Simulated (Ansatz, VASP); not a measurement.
# Ta2S3 in VASP and in Ansatz

```
CELL_PARAMETERS angstrom
4.72832 0.00000 0.00000
0.00000 4.72832 0.00000
0.00000 0.00000 4.72832
ATOMIC_POSITIONS crystal
Ta 0.50000 0.50000 0.50000
Ta 0.00000 0.00000 0.00000
S 0.50000 0.00000 0.00000
S 0.00000 0.50000 0.00000
S 0.00000 0.00000 0.50000
```

Alike in both runs: functional PBE; k mesh 8 × 8 × 8; occupations gaussian, width 0.1 eV; collinear spin.

Ansatz relaxed the structure, and its values are those at the end. VASP's run is a single point on that final structure, the one shown.

|  | VASP | Ansatz |
| --- | --- | --- |
| version | VASP 6.6.1 | Ansatz 0.2.0 |
| potentials or method | VASP PAW PBE potentials, release 64 (Ta_pv, S) | scalar-relativistic, plane waves, PAW |
| plane-wave cutoff (eV) | 520 | 420 |
| valence electrons in the cell | 40 | 44 |

```csv
,VASP,Ansatz,Ansatz less VASP
gap on the k mesh at the Fermi level (eV),none,none,-
pressure (GPa),0.0,0.0,-0.05
net moment per atom (μB),0.62,0.62,0.000
size of the moment on the site where the two differ most (μB),2.03,2.34,+0.311
```

Site moments also hang on the region over which each program counts them. A gap of «none» marks a metal or a gap that the smearing closes. The functional is the same, so the differences come from potentials, cutoffs and numerics. The two sets of potentials don't hold the same shells in valence.

Spin-orbit coupling is left out, which matters for the levels of Ta.
